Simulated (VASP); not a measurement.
# AlNi (Pm-3m) in VASP: a series of runs, part 2 of 2

VASP 6.6.1. The steps go on from the part before.

### Step 3. Band structure, RPBE

This run uses another cell than the first one, of 12.40 Å³/atom, 1.024 times its volume.

File INCAR:

```
ALGO     = Normal         # electronic algorithm
EDIFF    = 1E-6           # SCF threshold, eV
ENCUT    = 520            # plane-wave cutoff, eV
GGA      = RP             # functional
ICORELEVEL= 1            
ISIF     = 2              # what is computed and relaxed
ISMEAR   = 1              # smearing method
LASPH    = True           # aspherical terms in the spheres
LCHARG   = False          # write CHGCAR
LMAXMIX  = 4              # l up to which the mixer works
LREAL    = False          # projectors in reciprocal space
LWAVE    = False          # write WAVECAR
NBANDS   = 14             # bands
NELM     = 80             # most SCF steps
PREC     = Accurate       # precision mode
SIGMA    = 0.1            # smearing width, eV
```

File KPOINTS:

```
k-points
0
Gamma
  14 14 14
```

File POSCAR:

```
AlNi                                    
1.0
    2.9158742994      0.0000000000      0.0000000000
    0.0000000000      2.9158742994      0.0000000000
    0.0000000000      0.0000000000      2.9158742994
  Al              Ni            
     1     1
Direct
     0.0000000000000000    0.0000000000000000    0.0000000000000000
     0.5000000000000000    0.5000000000000000    0.5000000000000000
```

File KPOINTS_OPT:

```
explicit points
94
Reciprocal
 0.0000000000  0.0000000000  0.0000000000 1
 0.0000000000  0.0357142857  0.0000000000 1
 0.0000000000  0.0714285714  0.0000000000 1
 0.0000000000  0.1071428571  0.0000000000 1
 0.0000000000  0.1428571429  0.0000000000 1
 0.0000000000  0.1785714286  0.0000000000 1
 0.0000000000  0.2142857143  0.0000000000 1
 0.0000000000  0.2500000000  0.0000000000 1
 0.0000000000  0.2857142857  0.0000000000 1
 0.0000000000  0.3214285714  0.0000000000 1
 0.0000000000  0.3571428571  0.0000000000 1
 0.0000000000  0.3928571429  0.0000000000 1
 0.0000000000  0.4285714286  0.0000000000 1
 0.0000000000  0.4642857143  0.0000000000 1
 0.0000000000  0.5000000000  0.0000000000 1
 0.0000000000  0.5000000000  0.0000000000 1
 0.0357142857  0.5000000000  0.0000000000 1
 0.0714285714  0.5000000000  0.0000000000 1
 0.1071428571  0.5000000000  0.0000000000 1
 0.1428571429  0.5000000000  0.0000000000 1
 0.1785714286  0.5000000000  0.0000000000 1
 0.2142857143  0.5000000000  0.0000000000 1
 0.2500000000  0.5000000000  0.0000000000 1
 0.2857142857  0.5000000000  0.0000000000 1
 0.3214285714  0.5000000000  0.0000000000 1
 0.3571428571  0.5000000000  0.0000000000 1
 0.3928571429  0.5000000000  0.0000000000 1
 0.4285714286  0.5000000000  0.0000000000 1
 0.4642857143  0.5000000000  0.0000000000 1
 0.5000000000  0.5000000000  0.0000000000 1
 0.5000000000  0.5000000000  0.0000000000 1
 0.4642857143  0.4642857143  0.0000000000 1
 0.4285714286  0.4285714286  0.0000000000 1
 0.3928571429  0.3928571429  0.0000000000 1
 0.3571428571  0.3571428571  0.0000000000 1
 0.3214285714  0.3214285714  0.0000000000 1
 0.2857142857  0.2857142857  0.0000000000 1
 0.2500000000  0.2500000000  0.0000000000 1
 0.2142857143  0.2142857143  0.0000000000 1
 0.1785714286  0.1785714286  0.0000000000 1
 0.1428571429  0.1428571429  0.0000000000 1
 0.1071428571  0.1071428571  0.0000000000 1
 0.0714285714  0.0714285714  0.0000000000 1
 0.0357142857  0.0357142857  0.0000000000 1
 0.0000000000  0.0000000000  0.0000000000 1
 0.0000000000  0.0000000000  0.0000000000 1
 0.0357142857  0.0357142857  0.0357142857 1
 0.0714285714  0.0714285714  0.0714285714 1
 0.1071428571  0.1071428571  0.1071428571 1
 0.1428571429  0.1428571429  0.1428571429 1
 0.1785714286  0.1785714286  0.1785714286 1
 0.2142857143  0.2142857143  0.2142857143 1
 0.2500000000  0.2500000000  0.2500000000 1
 0.2857142857  0.2857142857  0.2857142857 1
 0.3214285714  0.3214285714  0.3214285714 1
 0.3571428571  0.3571428571  0.3571428571 1
 0.3928571429  0.3928571429  0.3928571429 1
 0.4285714286  0.4285714286  0.4285714286 1
 0.4642857143  0.4642857143  0.4642857143 1
 0.5000000000  0.5000000000  0.5000000000 1
 0.5000000000  0.5000000000  0.5000000000 1
 0.4642857143  0.5000000000  0.4642857143 1
 0.4285714286  0.5000000000  0.4285714286 1
 0.3928571429  0.5000000000  0.3928571429 1
 0.3571428571  0.5000000000  0.3571428571 1
 0.3214285714  0.5000000000  0.3214285714 1
 0.2857142857  0.5000000000  0.2857142857 1
 0.2500000000  0.5000000000  0.2500000000 1
 0.2142857143  0.5000000000  0.2142857143 1
 0.1785714286  0.5000000000  0.1785714286 1
 0.1428571429  0.5000000000  0.1428571429 1
 0.1071428571  0.5000000000  0.1071428571 1
 0.0714285714  0.5000000000  0.0714285714 1
 0.0357142857  0.5000000000  0.0357142857 1
 0.0000000000  0.5000000000  0.0000000000 1
 0.5000000000  0.5000000000  0.0000000000 1
 0.5000000000  0.5000000000  0.0357142857 1
 0.5000000000  0.5000000000  0.0714285714 1
 0.5000000000  0.5000000000  0.1071428571 1
 0.5000000000  0.5000000000  0.1428571429 1
 0.5000000000  0.5000000000  0.1785714286 1
 0.5000000000  0.5000000000  0.2142857143 1
 0.5000000000  0.5000000000  0.2500000000 1
 0.5000000000  0.5000000000  0.2857142857 1
 0.5000000000  0.5000000000  0.3214285714 1
 0.5000000000  0.5000000000  0.3571428571 1
 0.5000000000  0.5000000000  0.3928571429 1
 0.5000000000  0.5000000000  0.4285714286 1
 0.5000000000  0.5000000000  0.4642857143 1
 0.5000000000  0.5000000000  0.5000000000 1
 0.0000000000  0.0000000000  0.0000000000 1
 0.5000000000  0.5000000000  0.0000000000 1
 0.5000000000  0.5000000000  0.5000000000 1
 0.0000000000  0.5000000000  0.0000000000 1
```

Potentials or basis: VASP PAW PBE potentials, release 64 (Al, Ni).

Launch:

```
$ cat potpaw_PBE.64/Al/POTCAR potpaw_PBE.64/Ni/POTCAR > POTCAR
$ mpirun -np 1 vasp_std > vasp.out
```

Wall time 22 s (1 thread of Intel Xeon 6975P-C (Granite Rapids), shared host); peak memory 0.19 GiB.

Results (log left out):

* Free energy: -9.7473 eV
* Pressure: -0.1 GPa
* Band gap along the path: none (metal or under the smearing width)

Levels at the corners of the path, in eV from the Fermi level:
```csv
point,band 3,band 4,band 5,band 6,band 7,band 8,band 9,band 10
Γ,-3.02,-1.43,-1.43,-1.43,5.41,5.41,5.41,7.99
X,-2.57,-2.10,-2.10,-1.34,-0.58,8.21,9.88,9.88
X,-2.57,-2.10,-2.10,-1.34,-0.58,8.21,9.88,9.88
M,-2.76,-2.76,-1.93,-1.93,-0.93,1.47,2.36,12.00
M,-2.76,-2.76,-1.93,-1.93,-0.93,1.47,2.36,12.00
Γ,-3.02,-1.43,-1.43,-1.43,5.41,5.41,5.41,7.99
Γ,-3.02,-1.43,-1.43,-1.43,5.41,5.41,5.41,7.99
R,-3.88,-0.90,-0.90,2.06,2.06,2.06,3.51,4.32
R,-3.88,-0.90,-0.90,2.06,2.06,2.06,3.51,4.32
X,-2.57,-2.10,-2.10,-1.34,-0.58,8.21,9.88,9.88
M,-2.76,-2.76,-1.93,-1.93,-0.93,1.47,2.36,12.00
R,-3.88,-0.90,-0.90,2.06,2.06,2.06,3.51,4.32
```

Core levels (eV, on the scale of the bands):
```
atom                                                levels
1 Al                        1s -1496.2, 2s -93.5, 2p -54.9
2 Ni  1s -8194.7, 2s -964.7, 2p -827.5, 3s -93.7, 3p -54.1
```

Caveat: the PAW data sets were made with another functional, which shifts forces and pressure a little. Spin polarisation is off, so any magnetic state and its effect on volume and gap are missing.

### Step 4. Band structure, LDA

This run uses another cell than the first one, of 11.38 Å³/atom, 0.940 times its volume.

File INCAR:

```
SYSTEM = AlNi
PREC = Accurate
ENCUT = 520
EDIFF = 1E-6
ISMEAR = 1
SIGMA = 0.1
LREAL = .FALSE.
LASPH = .TRUE.
NELM = 80
ALGO = Normal
ISIF = 2
LWAVE = .FALSE.
LCHARG = .FALSE.
LMAXMIX = 4
NBANDS = 14
ICORELEVEL = 1
```

File KPOINTS:

```
regular mesh
0
G
  14 14 14
  0 0 0
```

File POSCAR:

```
AlNi                                    
1.0
    2.8341860366      0.0000000000      0.0000000000
    0.0000000000      2.8341860366      0.0000000000
    0.0000000000      0.0000000000      2.8341860366
  Al              Ni            
     1     1
Direct
     0.0000000000000000    0.0000000000000000    0.0000000000000000
     0.5000000000000000    0.5000000000000000    0.5000000000000000
```

File KPOINTS_OPT:

```
explicit points
64
Reciprocal
 0.0000000000  0.0000000000  0.0000000000 1
 0.0000000000  0.0555555556  0.0000000000 1
 0.0000000000  0.1111111111  0.0000000000 1
 0.0000000000  0.1666666667  0.0000000000 1
 0.0000000000  0.2222222222  0.0000000000 1
 0.0000000000  0.2777777778  0.0000000000 1
 0.0000000000  0.3333333333  0.0000000000 1
 0.0000000000  0.3888888889  0.0000000000 1
 0.0000000000  0.4444444444  0.0000000000 1
 0.0000000000  0.5000000000  0.0000000000 1
 0.0000000000  0.5000000000  0.0000000000 1
 0.0555555556  0.5000000000  0.0000000000 1
 0.1111111111  0.5000000000  0.0000000000 1
 0.1666666667  0.5000000000  0.0000000000 1
 0.2222222222  0.5000000000  0.0000000000 1
 0.2777777778  0.5000000000  0.0000000000 1
 0.3333333333  0.5000000000  0.0000000000 1
 0.3888888889  0.5000000000  0.0000000000 1
 0.4444444444  0.5000000000  0.0000000000 1
 0.5000000000  0.5000000000  0.0000000000 1
 0.5000000000  0.5000000000  0.0000000000 1
 0.4444444444  0.4444444444  0.0000000000 1
 0.3888888889  0.3888888889  0.0000000000 1
 0.3333333333  0.3333333333  0.0000000000 1
 0.2777777778  0.2777777778  0.0000000000 1
 0.2222222222  0.2222222222  0.0000000000 1
 0.1666666667  0.1666666667  0.0000000000 1
 0.1111111111  0.1111111111  0.0000000000 1
 0.0555555556  0.0555555556  0.0000000000 1
 0.0000000000  0.0000000000  0.0000000000 1
 0.0000000000  0.0000000000  0.0000000000 1
 0.0555555556  0.0555555556  0.0555555556 1
 0.1111111111  0.1111111111  0.1111111111 1
 0.1666666667  0.1666666667  0.1666666667 1
 0.2222222222  0.2222222222  0.2222222222 1
 0.2777777778  0.2777777778  0.2777777778 1
 0.3333333333  0.3333333333  0.3333333333 1
 0.3888888889  0.3888888889  0.3888888889 1
 0.4444444444  0.4444444444  0.4444444444 1
 0.5000000000  0.5000000000  0.5000000000 1
 0.5000000000  0.5000000000  0.5000000000 1
 0.4444444444  0.5000000000  0.4444444444 1
 0.3888888889  0.5000000000  0.3888888889 1
 0.3333333333  0.5000000000  0.3333333333 1
 0.2777777778  0.5000000000  0.2777777778 1
 0.2222222222  0.5000000000  0.2222222222 1
 0.1666666667  0.5000000000  0.1666666667 1
 0.1111111111  0.5000000000  0.1111111111 1
 0.0555555556  0.5000000000  0.0555555556 1
 0.0000000000  0.5000000000  0.0000000000 1
 0.5000000000  0.5000000000  0.0000000000 1
 0.5000000000  0.5000000000  0.0555555556 1
 0.5000000000  0.5000000000  0.1111111111 1
 0.5000000000  0.5000000000  0.1666666667 1
 0.5000000000  0.5000000000  0.2222222222 1
 0.5000000000  0.5000000000  0.2777777778 1
 0.5000000000  0.5000000000  0.3333333333 1
 0.5000000000  0.5000000000  0.3888888889 1
 0.5000000000  0.5000000000  0.4444444444 1
 0.5000000000  0.5000000000  0.5000000000 1
 0.0000000000  0.0000000000  0.0000000000 1
 0.5000000000  0.5000000000  0.0000000000 1
 0.5000000000  0.5000000000  0.5000000000 1
 0.0000000000  0.5000000000  0.0000000000 1
```

Potentials or basis: VASP PAW LDA potentials, release 64 (Al, Ni).

Launch:

```
$ cat potpaw_LDA.64/Al/POTCAR potpaw_LDA.64/Ni/POTCAR > POTCAR
$ mpirun -np 1 vasp_std > vasp.out
```

Wall time 16 s (1 thread of Intel Xeon Platinum 8559C (Emerald Rapids), shared host); peak memory 0.17 GiB.

It converged, with:

```
Free energy             : -12.1945 eV
Pressure                : 0.1 GPa
Band gap along the path : none (metal or under the smearing width)
```

Levels at the corners of the path, in eV from the Fermi level:
| point | band 5 | band 6 | band 7 | band 8 | band 9 | band 10 |
| --- | --- | --- | --- | --- | --- | --- |
| Γ | -1.63 | -1.63 | 5.71 | 5.71 | 5.71 | 8.41 |
| X | -2.39 | -1.54 | -0.66 | 8.45 | 10.26 | 10.26 |
| X | -2.39 | -1.54 | -0.66 | 8.45 | 10.26 | 10.26 |
| M | -2.21 | -2.21 | -1.07 | 1.58 | 2.75 | 12.72 |
| M | -2.21 | -2.21 | -1.07 | 1.58 | 2.75 | 12.72 |
| Γ | -1.63 | -1.63 | 5.71 | 5.71 | 5.71 | 8.41 |
| Γ | -1.63 | -1.63 | 5.71 | 5.71 | 5.71 | 8.41 |
| R | -1.03 | 2.02 | 2.02 | 2.02 | 4.07 | 4.74 |
| R | -1.03 | 2.02 | 2.02 | 2.02 | 4.07 | 4.74 |
| X | -2.39 | -1.54 | -0.66 | 8.45 | 10.26 | 10.26 |
| M | -2.21 | -2.21 | -1.07 | 1.58 | 2.75 | 12.72 |
| R | -1.03 | 2.02 | 2.02 | 2.02 | 4.07 | 4.74 |

Core levels (eV, on the scale of the bands):
```
atom                                                levels
1 Al                        1s -1485.8, 2s -91.4, 2p -53.6
2 Ni  1s -8153.6, 2s -959.8, 2p -825.1, 3s -92.0, 3p -53.0
```

### Step 5. Overview

```csv
level,potentials or basis,cell,pressure (GPa)
PBE,"VASP PAW PBE potentials, release 64 (Al, Ni)","Pm-3m, 12.1 Å³/atom",-0.1
RPBE,"VASP PAW PBE potentials, release 64 (Al, Ni)","Pm-3m, 12.4 Å³/atom",-0.1
LDA,"VASP PAW LDA potentials, release 64 (Al, Ni)","Pm-3m, 11.38 Å³/atom",0.1
```

Alike in all rows: task band structure; no spin polarisation; k mesh 14 × 14 × 14; cutoff (eV) 520; smearing methfessel-paxton 0.1 eV.

Caveats: the PAW data sets were made with another functional, which shifts forces and pressure a little (some runs).

Total energies depend on the potentials used, so only differences within one code and one set of settings carry meaning.
